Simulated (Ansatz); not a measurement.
Results of B3LYP (VWN-RPA form) (Ansatz, a quantum-chemistry and plane-wave program, plane waves, PAW) for cubic perovskite BaSnO3.

Numerical settings: plane-wave cutoff 460 eV, 6×6×6 k mesh, Fermi–Dirac smearing 0.01 eV, scalar-relativistic PAW data made under PBE.

The cell has the measured lattice: a = 4.116 Å, b = 4.116 Å, c = 4.116 Å, α = 90.00°, β = 90.00°, γ = 90.00°.

Task: Give the computed band gap and smallest direct gap on the k points sampled.

Result: 
band gap: 2.89 eV (on the SCF k mesh)
smallest direct gap on the k points sampled: 3.32 eV

Measured, for comparison: band gap 2.95 eV (temperature not stated, no zero-point or thermal correction, indirect, from the absorption edge of a single crystal; as tabulated in Kim et al. (2012), arXiv:1207.0764).

Note: cell and atoms aren't relaxed at this level (pressure 5.9 GPa).

Spin–orbit coupling is not included.

The computed numbers hold no vibrational or temperature effects.

Cost on a shared machine: around 4 core-minutes (rough).
